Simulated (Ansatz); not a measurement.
## NiO under changes of volume

One of the cells (9.076 Å³/atom); the others are scaled copies at fixed shape and fractional positions:

```
Ni O
1.0
     0.00000    2.08590    2.08590
     2.08590    0.00000    2.08590
     2.08590    2.08590    0.00000
Ni O
1 1
Direct
  0.00000 0.00000 0.00000
  0.50000 0.50000 0.50000
```

| Property | Result |
| --- | --- |
| Program | Ansatz 0.2.0 |
| Functional | LDA |
| Potentials or basis | all-electron LAPW, scalar-relativistic |
| Cutoff | 378 eV (chosen from the basis error) |
| Basis error allowed | 0.001 eV/atom |
| k mesh | 11 × 11 × 11 |
| Occupations | fermi-dirac, width 0.05 eV |
| Spin | collinear spin, ferromagnetic start |
| Starting moments | [1.0, 0.0] μB |

```csv
volume (Å³/atom),energy over the lowest point (meV/atom),pressure (GPa)
8.531,0.00,-7.6
8.713,11.34,-12.2
8.894,27.55,-16.2
9.076,48.06,-19.8
9.257,72.37,-22.9
9.439,100.02,-25.7
9.620,?,?
```

**Question.** What does the run at 9.620 Å³/atom give?

**Answer.** Energy over the lowest point 130.61 meV/atom; pressure -28.1 GPa.

Worked out: A Birch-Murnaghan fit of order 3 (a polynomial in V^(-2/3)) to the other rows has no minimum within the range. It gives 130.45 meV/atom at 9.620 Å³/atom, against the run's 130.61, and -dE/dV = -28.1 GPa, against -28.1.

Energies are extrapolated to zero smearing.
